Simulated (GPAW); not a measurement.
Crystal: Si2Ni.

```xyz
3
Lattice="0.0000 2.7030 2.7030 2.7030 0.0000 2.7030 2.7030 2.7030 0.0000" Properties=species:S:1:pos:R:3 pbc="T T T"
Ni    0.0000    0.0000    0.0000
Si    4.0545    4.0545    4.0545
Si    1.3515    1.3515    1.3515
```

Base run:

* Program: GPAW 26.7.0
* Functional: PBEsol
* Potentials or basis: PAW data sets generated in the run's folder for this functional
* Cutoff: 600 eV
* Basis: pw
* k mesh: 9 × 9 × 9
* Occupations: fermi-dirac, width 0.05 eV
* Spin: collinear spin, ferromagnetic start
* Starting moments: [1.0, 0.0, 0.0] μB
* Hubbard terms: Ni d U = 1 eV

Its results: pressure 0.0 GPa; net moment 0.00 μB per cell.

The run is repeated on the same cell with these changes: hubbard terms from Ni d U = 1 eV to Ni d U = 6 eV. What comes out?

Pressure -2.2 GPa; net moment 0.00 μB per cell.

Caveats: the stock nickel data set gives pressures a few GPa off other programs; the U is typed as a test and isn't derived for this compound.
